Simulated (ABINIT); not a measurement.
## InPd in ABINIT: convergence with nband

Input of the first run (nband 21); the others differ in this setting and in those tied to it:

run.abi

```
# Pseudopotentials
pp_dirpath "./"
pseudos "In.upf, Pd.upf"

# Structure
acell 6.1829661455 6.1829661455 6.1829661455
rprim
     1.0000000000     0.0000000000     0.0000000000
     0.0000000000     1.0000000000     0.0000000000
     0.0000000000     0.0000000000     1.0000000000
ntypat 2
znucl 49 46
natom 2
typat 1 2
xred
     0.0000000000     0.0000000000     0.0000000000
     0.5000000000     0.5000000000     0.5000000000

# Plane-wave basis
ecut 1115.666836 eV

# k points
kptopt 1
ngkpt 8 8 8
nshiftk 1
shiftk 0.0 0.0 0.0

# Exchange and correlation
ixc 7

# Bands and occupations
nband 21
occopt 7
tsmear 0.1 eV

# SCF cycle
nstep 100
tolvrs 1.0e-10

# Output
iomode 3
prtwf 0
prtden 0
prteig 0
prtebands 0
enunit 2
```

Potentials or basis: PseudoDojo NC SR PBE v0.4 stringent.

Run with:

```sh
$ abinit run.abi > log 2>&1
```

The cell comes from a database or a generator and needn't be the stable form of this composition.

Hardware: 1 thread of Arm Neoverse V1, on a shared host.

```
nband  energy less the tightest run, at zero smearing (meV/atom)  SCF cycles  CPU time (s)  peak memory (GiB)
   21                                                       0.00          12            66               0.09
   22                                                       0.00          11            65               0.09
   23                                                       0.00          11            68               0.09
   24                                                       0.00          11            73               0.09
   25                                                       0.00          11            75               0.09
   28                                                       0.00          11            85                0.1
   34                                                       0.00          10            99               0.11
```

Against the tightest run, the energy stays within 1 meV/atom from 21 on. The tightest run that finished is the yardstick and may itself not be fully converged.
